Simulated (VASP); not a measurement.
# Al2O3 (Corundum) (R-3c) in VASP: a series of runs, part 2 of 2

VASP 6.6.1.

## (3) Relaxation of cell and atoms, PBE+D3(BJ)

This run uses another cell than the first one, of 8.58 Å³/atom, 1.010 times its volume.

INCAR

```
  PREC = Accurate
  ENCUT = 600
  EDIFF = 1E-7
  ISMEAR = 0
  SIGMA = 0.03
  LREAL = F
  LASPH = T
  NELM = 80
  ALGO = Normal
  ISIF = 3
  LWAVE = F
  LCHARG = F
  GGA = PE
  IVDW = 12
  IBRION = 2
  NSW = 90
  EDIFFG = -0.005
  KPAR = 2
```

KPOINTS

```
Automatic mesh
0
Gamma
  7 7 7
```

POSCAR

```
Al2O3                                   
1.0
    2.3885428361      1.3790258494      4.3428961740
   -2.3885428361      1.3790258494      4.3428961740
   -0.0000000000     -2.7580516989      4.3428961740
  Al              O             
     4     6
Direct
     0.3520943443613502    0.3520943443613502    0.3520943443613502
     0.1479056556386498    0.1479056556386498    0.1479056556386498
     0.6479056556386498    0.6479056556386498    0.6479056556386498
     0.8520943443613502    0.8520943443613502    0.8520943443613502
     0.5563939904845627    0.9436060095154373    0.2500000000000000
     0.2500000000000000    0.5563939904845627    0.9436060095154373
     0.9436060095154373    0.2500000000000000    0.5563939904845627
     0.4436060095154373    0.0563939904845627    0.7500000000000000
     0.7500000000000000    0.4436060095154373    0.0563939904845627
     0.0563939904845627    0.7500000000000000    0.4436060095154373
```

Potentials or basis: VASP PAW PBE potentials, release 64 (Al, O).

Started as:

```sh
cat potpaw_PBE.64/Al/POTCAR potpaw_PBE.64/O/POTCAR > POTCAR
mpirun -np 2 vasp_std > vasp.out
```

OUTCAR:

```text
PREC = Accurate
   ENCUT = 600
   EDIFF = 1E-7
   ISMEAR = 0
   LREAL = F
   LASPH = T
   NELM = 80
   ISIF = 3
   GGA = PE
   IVDW = 12
   IBRION = 2
   NSW = 90
   EDIFFG = -0.005
 IVDW          = 12

 ion  position               nearest neighbor table
   1  0.352  0.352  0.352-  10 1.86   9 1.86   8 1.86   5 1.98   7 1.98   6 1.98   2 2.66   3 2.80
                             3 2.80   3 2.80   2 3.23   2 3.23   2 3.23
   2  0.148  0.148  0.148-   9 1.86  10 1.86   8 1.86   5 1.98   6 1.98   7 1.98   1 2.66   4 2.80
                             4 2.80   4 2.80   1 3.23   1 3.23   1 3.23
   3  0.648  0.648  0.648-   7 1.86   6 1.86   5 1.86   8 1.98  10 1.98   9 1.98   4 2.66   1 2.80
                             1 2.80   1 2.80   4 3.23   4 3.23   4 3.23
   4  0.852  0.852  0.852-   6 1.86   7 1.86   5 1.86   8 1.98   9 1.98  10 1.98   3 2.66   2 2.80
                             2 2.80   2 2.80   3 3.23   3 3.23   3 3.23
   5  0.556  0.944  0.250-   3 1.86   4 1.86   1 1.98   2 1.98
   6  0.250  0.556  0.944-   4 1.86   3 1.86   2 1.98   1 1.98
   7  0.944  0.250  0.556-   3 1.86   4 1.86   1 1.98   2 1.98
   8  0.444  0.056  0.750-   1 1.86   2 1.86   3 1.98   4 1.98
   9  0.750  0.444  0.056-   2 1.86   1 1.86   4 1.98   3 1.98
  10  0.056  0.750  0.444-   1 1.86   2 1.86   3 1.98   4 1.98

  LATTYP: Found a trigonal (rhomboedric) cell.
 ALAT       =     5.1446667872
 COS(alpha) =     0.5688964873

  Lattice vectors:

 A1 = (   2.3885428361,   1.3790258494,   4.3428961740)
 A2 = (  -2.3885428361,   1.3790258494,   4.3428961740)
 A3 = (   0.0000000000,  -2.7580516989,   4.3428961740)

Analysis of symmetry for initial positions (statically):
=====================================================================
 Subroutine PRICEL returns:
 Original cell was already a primitive cell.

 Routine SETGRP: Setting up the symmetry group for a
 trigonal (rhombohedral) supercell.

 Subroutine GETGRP returns: Found 12 space group operations
 (whereof  6 operations were pure point group operations)
[... 165 lines left out ...]
 conjugate gradient relaxation of ions
 non-spin polarized calculation
 Gauss-broadening in eV      SIGMA  =   0.03
  energy-cutoff  :      600.00
  volume of cell :       85.83
 maximum number of plane-waves:      2885
 NGX is ok and might be reduce to    42
   NGX = 21   NGY = 21   NGZ = 21

 number of electron      48.0000002 magnetization

 Free energy of the ion-electron system (eV)
  ---------------------------------------------------
  ext. energy  EPLUGINS =         0.00000000
  ---------------------------------------------------
  free energy    TOTEN  =       -74.80485411 eV

  energy without entropy =      -74.80485411  energy(sigma->0) =      -74.80485411

 E-fermi :   6.1662     XC(G=0): -11.6381

 val. band max:        6.0322957014   @ k =   0.0000   0.0000   0.0000
 cond. band min:      12.1284835607   @ k =   0.0000   0.0000   0.0000
 fundamental gap:      6.0961878593
 Fermi energy:         6.1661780170

 k-point     1 :       0.0000    0.0000    0.0000
  band No.  band energies     occupation
      1     -13.1409      2.00000
      2     -10.8403      2.00000
      3     -10.5705      2.00000
      4     -10.5705      2.00000
      5     -10.2568      2.00000
      6     -10.2568      2.00000
[... 781 lines left out ...]
     29      17.2391      0.00000
     30      17.3594      0.00000

 [... further k-points ...]

------------------------ aborting loop because EDIFF is reached ----------------------------------------

 Edisp (eV)   -2.34445

 E8    (eV) :    -0.8853

  FORCE on cell =-STRESS in cart. coord.  units (eV):
  Direction    XX          YY          ZZ          XY          YZ          ZX
  --------------------------------------------------------------------------------------
  -------------------------------------------------------------------------------------
  Total      -0.02962    -0.02962    -0.03250     0.00000     0.00000     0.00000
  in kB      -0.55292    -0.55292    -0.60675     0.00000     0.00000     0.00000
  external pressure =       -0.57 kB  Pullay stress =        0.00 kB

 VOLUME and BASIS-vectors are now :
 -----------------------------------------------------------------------------
  energy-cutoff  :      600.00
  volume of cell :       85.83
      direct lattice vectors                 reciprocal lattice vectors
     2.388542836  1.379025849  4.342896174     0.209332649  0.120858261  0.076753696
    -2.388542836  1.379025849  4.342896174    -0.209332649  0.120858261  0.076753696
     0.000000000 -2.758051699  4.342896174     0.000000000 -0.241716523  0.076753696

 POSITION                                       TOTAL-FORCE (eV/Angst)
 -----------------------------------------------------------------------------------
      0.00000     -0.00000      4.58733         0.000000     -0.000000      0.003903
      0.00000     -0.00000      1.92702         0.000000      0.000000     -0.003903
      0.00000     -0.00000      8.44136         0.000000      0.000000     -0.003903
      0.00000     -0.00000     11.10167         0.000000     -0.000000      0.003903
     -0.92487      1.37903      7.60007         0.000608     -0.000000     -0.000000
     -0.73184     -1.49048      7.60007        -0.000304      0.000527     -0.000000
      1.65671      0.11145      7.60007        -0.000304     -0.000527     -0.000000
      0.92487     -1.37903      5.42862        -0.000608     -0.000000     -0.000000
      0.73184      1.49048      5.42862         0.000304     -0.000527     -0.000000
     -1.65671     -0.11145      5.42862         0.000304      0.000527     -0.000000
 -----------------------------------------------------------------------------------
    total drift:                                0.000000      0.000000      0.000000

  FREE ENERGIE OF THE ION-ELECTRON SYSTEM (eV)
  ---------------------------------------------------
  free  energy   TOTEN  =       -77.1493055538 eV

  energy  without entropy=      -77.1493055538  energy(sigma->0) =      -77.14930555

 reached required accuracy - stopping structural energy minimisation
```

CONTCAR:

```text
Al2O3
   1.00000000000000
     2.3885428361000001    1.3790258494000001    4.3428961739999998
    -2.3885428361000001    1.3790258494000001    4.3428961739999998
     0.0000000000000000   -2.7580516989000001    4.3428961739999998
  Al              O
     4     6
Direct
     0.3520943443613476    0.3520943443613476    0.3520943443613476
     0.1479056556386524    0.1479056556386524    0.1479056556386524
     0.6479056556386524    0.6479056556386524    0.6479056556386524
     0.8520943443613476    0.8520943443613476    0.8520943443613476
     0.5563939904845654    0.9436060095154346    0.2500000000000000
     0.2500000000000000    0.5563939904845654    0.9436060095154346
     0.9436060095154346    0.2500000000000000    0.5563939904845654
     0.4436060095154346    0.0563939904845654    0.7500000000000000
     0.7500000000000000    0.4436060095154346    0.0563939904845654
     0.0563939904845654    0.7500000000000000    0.4436060095154346

  0.00000000E+00  0.00000000E+00  0.00000000E+00
  0.00000000E+00  0.00000000E+00  0.00000000E+00
  0.00000000E+00  0.00000000E+00  0.00000000E+00
  0.00000000E+00  0.00000000E+00  0.00000000E+00
  0.00000000E+00  0.00000000E+00  0.00000000E+00
  0.00000000E+00  0.00000000E+00  0.00000000E+00
  0.00000000E+00  0.00000000E+00  0.00000000E+00
  0.00000000E+00  0.00000000E+00  0.00000000E+00
  0.00000000E+00  0.00000000E+00  0.00000000E+00
  0.00000000E+00  0.00000000E+00  0.00000000E+00
```

Wall time 64 s (2 MPI ranks of Intel Xeon Platinum 8559C (Emerald Rapids), shared host); peak memory 0.29 GiB.

What came out:

| Property | Result |
| --- | --- |
| Free energy | -77.1493 eV |
| Pressure after relaxing | -0.1 GPa |
| Largest force after relaxing | 0.004 eV/Å |
| Band gap on the k mesh | 6.10 eV, direct |
| Dispersion energy per atom | -0.234 eV |

Forces in eV/Å, atoms in the order of the input:
```
Al   0.000  0.000  0.004
Al   0.000  0.000 -0.004
Al   0.000  0.000 -0.004
Al   0.000  0.000  0.004
O    0.001  0.000  0.000
O    0.000  0.001  0.000
O    0.000 -0.001  0.000
O   -0.001  0.000  0.000
O    0.000 -0.001  0.000
O    0.000  0.001  0.000
```

Final structure:
```xyz
10
Lattice="2.3885 1.3790 4.3429 -2.3885 1.3790 4.3429 0.0000 -2.7581 4.3429" Properties=species:S:1:pos:R:3 pbc="T T T"
Al    0.0000    0.0000    4.5873
Al    0.0000    0.0000    1.9270
Al    0.0000    0.0000    8.4414
Al    0.0000    0.0000   11.1017
O    -0.9249    1.3790    7.6001
O    -0.7318   -1.4905    7.6001
O     1.6567    0.1114    7.6001
O     0.9249   -1.3790    5.4286
O     0.7318    1.4905    5.4286
O    -1.6567   -0.1115    5.4286
```

Caveat: the relaxation stopped at its first step, so nothing moved; an odd mesh through Γ misses points on the zone boundary, where band edges often lie.

## (4) Relaxation of cell and atoms, PBE

INCAR

```
SYSTEM = Al2O3
PREC     = Accurate       ! precision mode
ENCUT    = 600            ! plane-wave cutoff, eV
EDIFF    = 1E-6           ! SCF threshold, eV
ISMEAR   = 0              ! smearing method
SIGMA    = 0.03           ! smearing width, eV
LREAL    = .FALSE.        ! projectors in reciprocal space
LASPH    = .TRUE.         ! aspherical terms in the spheres
NELM     = 80             ! most SCF steps
ALGO     = Normal         ! electronic algorithm
ISIF     = 3              ! what is computed and relaxed
LWAVE    = .FALSE.        ! write WAVECAR
LCHARG   = .FALSE.        ! write CHGCAR
GGA      = PE             ! functional
IBRION   = 2              ! ionic algorithm
NSW      = 90             ! ionic steps
EDIFFG   = -0.01          ! ionic threshold
KPAR     = 2
```

KPOINTS

```
regular mesh
0
G
  7 7 7
  0 0 0
```

POSCAR

```
Al2O3
1.0
    2.3802500000      1.3742379782      4.3318666667
   -2.3802500000      1.3742379782      4.3318666667
    0.0000000000     -2.7484759565      4.3318666667
Al O
4 6
Direct
    0.3521600000      0.3521600000      0.3521600000
    0.1478400000      0.1478400000      0.1478400000
    0.6478400000      0.6478400000      0.6478400000
    0.8521600000      0.8521600000      0.8521600000
    0.5566800000      0.9433200000      0.2500000000
    0.2500000000      0.5566800000      0.9433200000
    0.9433200000      0.2500000000      0.5566800000
    0.4433200000      0.0566800000      0.7500000000
    0.7500000000      0.4433200000      0.0566800000
    0.0566800000      0.7500000000      0.4433200000
```

Potentials or basis: VASP PAW PBE potentials, release 64 (Al, O).

Started as:

```sh
cat potpaw_PBE.64/Al/POTCAR potpaw_PBE.64/O/POTCAR > POTCAR
mpirun -np 2 vasp_std > vasp.out
```

OUTCAR:

```text
SYSTEM = Al2O3
   PREC = Accurate
   ENCUT = 600
   EDIFF = 1E-6
   ISMEAR = 0
   LREAL = .FALSE.
   LASPH = .TRUE.
   NELM = 80
   ISIF = 3
   GGA = PE
   IBRION = 2
   NSW = 90
   EDIFFG = -0.01

 ion  position               nearest neighbor table
   1  0.352  0.352  0.352-   9 1.85  10 1.85   8 1.85   7 1.97   5 1.97   6 1.97   2 2.66   3 2.79
                             3 2.79   3 2.79   2 3.22   2 3.22   2 3.22
   2  0.148  0.148  0.148-  10 1.85   9 1.85   8 1.85   6 1.97   5 1.97   7 1.97   1 2.66   4 2.79
                             4 2.79   4 2.79   1 3.22   1 3.22   1 3.22
   3  0.648  0.648  0.648-   6 1.85   7 1.85   5 1.85  10 1.97   8 1.97   9 1.97   4 2.66   1 2.79
                             1 2.79   1 2.79   4 3.22   4 3.22   4 3.22
   4  0.852  0.852  0.852-   7 1.85   6 1.85   5 1.85   9 1.97   8 1.97  10 1.97   3 2.66   2 2.79
                             2 2.79   2 2.79   3 3.22   3 3.22   3 3.22
   5  0.557  0.943  0.250-   3 1.85   4 1.85   1 1.97   2 1.97
   6  0.250  0.557  0.943-   3 1.85   4 1.85   2 1.97   1 1.97
   7  0.943  0.250  0.557-   4 1.85   3 1.85   1 1.97   2 1.97
   8  0.443  0.057  0.750-   1 1.85   2 1.85   3 1.97   4 1.97
   9  0.750  0.443  0.057-   1 1.85   2 1.85   4 1.97   3 1.97
  10  0.057  0.750  0.443-   2 1.85   1 1.85   3 1.97   4 1.97

  LATTYP: Found a trigonal (rhomboedric) cell.
 ALAT       =     5.1302230849
 COS(alpha) =     0.5694707703

  Lattice vectors:

 A1 = (   2.3802500000,   1.3742379782,   4.3318666667)
 A2 = (  -2.3802500000,   1.3742379782,   4.3318666667)
[... 205 lines left out ...]
  Total        3.7486032      3.7486032      3.4129465      0.0000000     -0.0000000     -0.0000000
  in kB       70.6430109     70.6430109     64.3175086      0.0000000     -0.0000000     -0.0000000
  external PRESSURE =      68.5345101 kB  Pullay stress =       0.0000000 kB
[... 163 lines left out ...]
--------------------------------------- Ionic step        5  -------------------------------------------

 number of electron      47.9999999 magnetization

 Free energy of the ion-electron system (eV)
  ---------------------------------------------------
  ext. energy  EPLUGINS =         0.00000000
  ---------------------------------------------------
  free energy    TOTEN  =       -74.82397274 eV

  energy without entropy =      -74.82397274  energy(sigma->0) =      -74.82397274

 E-fermi :   5.9617     XC(G=0): -11.5492

 val. band max:        5.8235307946   @ k =   0.0000   0.0000   0.0000
 cond. band min:      11.7008370189   @ k =   0.0000   0.0000   0.0000
 fundamental gap:      5.8773062243
 Fermi energy:         5.9616744488

 k-point     1 :       0.0000    0.0000    0.0000
  band No.  band energies     occupation
      1     -13.2066      2.00000
      2     -10.9778      2.00000
      3     -10.7135      2.00000
      4     -10.7135      2.00000
      5     -10.4064      2.00000
      6     -10.4064      2.00000
[... 781 lines left out ...]
     29      16.8516      0.00000
     30      17.0174      0.00000

 [... further k-points ...]

------------------------ aborting loop because EDIFF is reached ----------------------------------------

  FORCE on cell =-STRESS in cart. coord.  units (eV):
  Direction    XX          YY          ZZ          XY          YZ          ZX
  --------------------------------------------------------------------------------------
  -------------------------------------------------------------------------------------
  Total        0.0745946      0.0745946      0.0339587      0.0000000     -0.0000000      0.0000000
  in kB        1.3674756      1.3674756      0.6225333      0.0000000     -0.0000000      0.0000000
  external PRESSURE =       1.1191615 kB  Pullay stress =       0.0000000 kB
[... 25 lines left out ...]
  FREE ENERGIE OF THE ION-ELECTRON SYSTEM (eV)
  ---------------------------------------------------
  free  energy   TOTEN  =       -74.8239727370 eV

  energy  without entropy=      -74.8239727370  energy(sigma->0) =      -74.82397274

 reached required accuracy - stopping structural energy minimisation
```

Wall time 3.6 min (2 MPI ranks of Intel Xeon Platinum 8488C (Sapphire Rapids), shared host); peak memory 0.31 GiB.

Results:

```yaml
Free_energy: -74.8240 eV
Relaxed_volume: 8.74 Å³/atom
Relaxed_cell: a = 5.177 Å, b = 5.177 Å, c = 5.177 Å, α = 55.30°, β = 55.30°, γ = 55.30°
Space_group_after_relaxing_to_0.05_Å: R-3c (No. 167)
Energy_gained_by_relaxing: 5.1 meV/atom
Ionic_steps: 5
Pressure_after_relaxing: 0.1 GPa
Largest_force_after_relaxing: 0.003 eV/Å
Band_gap_on_the_k_mesh: 5.88 eV, direct
```

Forces on the atoms (eV/Å):
```
Al   0.000  0.000  0.003
Al   0.000  0.000 -0.003
Al   0.000  0.000 -0.003
Al   0.000  0.000  0.003
O   -0.002  0.000  0.000
O    0.001 -0.002  0.000
O    0.001  0.002  0.000
O    0.002  0.000  0.000
O   -0.001  0.002  0.000
O   -0.001 -0.002  0.000
```

The path:
| step | energy change (eV) | largest force (eV/Å) | pressure (GPa) | volume (Å³) |
| --- | --- | --- | --- | --- |
| 1 | 0.0000 | 0.0276 | 6.85 | 85.02 |
| 2 | -0.0141 | 0.0476 | -5.32 | 89.57 |
| 3 | -0.0505 | 0.0372 | -0.02 | 87.44 |
| 4 | -0.0505 | 0.0370 | 0.11 | 87.39 |
| 5 | -0.0507 | 0.0032 | 0.11 | 87.40 |

Final structure:
```
Al O
1.0
     2.40243    1.38705    4.37125
    -2.40243    1.38705    4.37125
     0.00000   -2.77409    4.37125
Al O
4 6
Direct
  0.35214 0.35214 0.35214
  0.14786 0.14786 0.14786
  0.64786 0.64786 0.64786
  0.85214 0.85214 0.85214
  0.55620 0.94380 0.25000
  0.25000 0.55620 0.94380
  0.94380 0.25000 0.55620
  0.44380 0.05620 0.75000
  0.75000 0.44380 0.05620
  0.05620 0.75000 0.44380
```

Caveat: an odd mesh through Γ misses points on the zone boundary, where band edges often lie.
